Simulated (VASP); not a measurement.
A run of VASP 6.6.1:

File INCAR:

```
SYSTEM = ZnS
PREC = Accurate ; ENCUT = 520
EDIFF = 1E-6 ; ISMEAR = -1
SIGMA = 0.02 ; LREAL = Auto
LASPH = .True. ; NELM = 100
ALGO = Fast ; ISIF = 2
LWAVE = .False. ; LCHARG = .True.
GGA = PE ; LELF = .True.
LVHAR = .True. ; NBANDS = 106
```

Contents of KPOINTS:

```
Automatic mesh
0
Gamma
  8 8 1
  0 0 0
```

Contents of POSCAR:

```
ZnS
1.0
    3.8240000000      0.0000000000      0.0000000000
   -1.9120000000      3.3116811441      0.0000000000
    0.0000000000      0.0000000000     31.2000000000
Zn S
10 10
Direct
    0.0000000000      0.0000000000      0.0000712913
    0.0000000000      0.0000000000      0.5000712913
    0.0000000000      0.0000000000      0.2999202164
    0.0000000000      0.0000000000      0.7999202164
    0.3333333333      0.6666666667      0.1000130806
    0.6666666667      0.3333333333      0.6000130806
    0.3333333333      0.6666666667      0.4000011022
    0.6666666667      0.3333333333      0.9000011022
    0.3333333333      0.6666666667      0.6999687358
    0.6666666667      0.3333333333      0.1999687358
    0.0000000000      0.0000000000      0.0750546740
    0.0000000000      0.0000000000      0.5750546740
    0.0000000000      0.0000000000      0.3749138744
    0.0000000000      0.0000000000      0.8749138744
    0.3333333333      0.6666666667      0.1750081672
    0.6666666667      0.3333333333      0.6750081672
    0.3333333333      0.6666666667      0.4750851839
    0.6666666667      0.3333333333      0.9750851839
    0.3333333333      0.6666666667      0.7749636743
    0.6666666667      0.3333333333      0.2749636743
```

Potentials or basis: VASP PAW PBE potentials, release 64 (Zn, S).

Command:

```bash
$ cat potpaw_PBE.64/Zn/POTCAR potpaw_PBE.64/S/POTCAR > POTCAR
$ mpirun -np 1 vasp_std > vasp.out
```

Hardware: 1 thread of Intel(R) Xeon(R) Platinum 8259CL CPU @ 2.50GHz (Skylake/Cascade Lake) (shared host).

**Question.** Estimate the wall time of this run.

**Answer.** It took 13 min on 1 thread of Intel(R) Xeon(R) Platinum 8259CL CPU @ 2.50GHz (Skylake/Cascade Lake), with other jobs on the host, peak memory 0.58 GiB. Counts: scf iterations 20, k points 10.
